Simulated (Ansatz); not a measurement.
A (100) slab of MoP (P-6m2 (No. 187)), 8 planes, outer planes P (top) and Mo (bottom), with 8 atoms (Mo4P4) in a surface cell of A = 10.356 Å², as cut from the bulk:

```xyz
8
Lattice="3.1952 0.0000 0.0000 0.0000 3.2410 0.0000 0.0000 0.0000 24.3561" Properties=species:S:1:pos:R:3 pbc="T T T"
Mo    0.0000    1.6205    7.5000
P     1.5976    0.0000    8.4356
Mo    0.0000    0.0000   10.3068
P     1.5976    1.6205   11.2424
Mo    0.0000    1.6205   13.1137
P     1.5976    0.0000   14.0493
Mo    0.0000    0.0000   15.9205
P     1.5976    1.6205   16.8561
```

These are results of DFT PBE, scalar-relativistic, plane waves, PAW in Ansatz, not measurements. Settings: cutoff 420 eV, Γ-centred mesh 11×11×1 on the computed 8-atom cell, Gaussian smearing of 0.10 eV; no spin polarisation. The cell repeats along c with a dipole correction in the vacuum.

Against the same 8 atoms in the bulk, the slab as cut lies 3.062 eV higher and the relaxed slab 2.723 eV higher.

Problem. Work out the surface energy before and after relaxation.

Solution. The slab has two faces, so γ = (E_slab − N·E_bulk)/(2A), the mean of both. As cut: 3.062/(2 × 10.356) = 0.1478 eV/Å², and 1 eV/Å² = 16.02 J/m², so γ = 2.37 J/m². Relaxed: 2.723/(2 × 10.356) = 0.1315 eV/Å² = 2.11 J/m². Relaxation recovers 11 % of the cost of cutting.

Problem. What is the ideal work of this cut, per area?

Solution. Griffith's ideal work is 2γ: 4.74 J/m² if the new faces stay rigid, 4.21 J/m² if they relax. Other cuts parallel to this plane can cost less. One thickness was run, 8 planes, so γ can still shift with it.

Most of the cost of this cut is electronic: relaxation recovers only 11 %, so moving the atoms does little to make up for the lost Mo–P bonds, which mix Mo 4d and P 3p states, and for the weaker Mo–Mo contacts. The coordinates show that the cut runs through the wider of the two alternating gaps between Mo and P planes. Fewer nearest-neighbour Mo–P bonds cross that gap than the narrow one, so this is probably the cheaper of the two planar cuts in this orientation.

The faces are chemically different, and 2.11 J/m² belongs to neither alone. Their sum is well defined because the slab keeps the bulk composition, whereas separate energies would depend on the chemical potential of phosphorus. Although the Mo and P planes alternate, MoP is a metal, and its carriers can screen the polarity that would be a serious problem in an insulator. With one atom per plane in the surface cell, reconstructions that pair or remove surface atoms remain untested, and they could lower the relaxed value further.
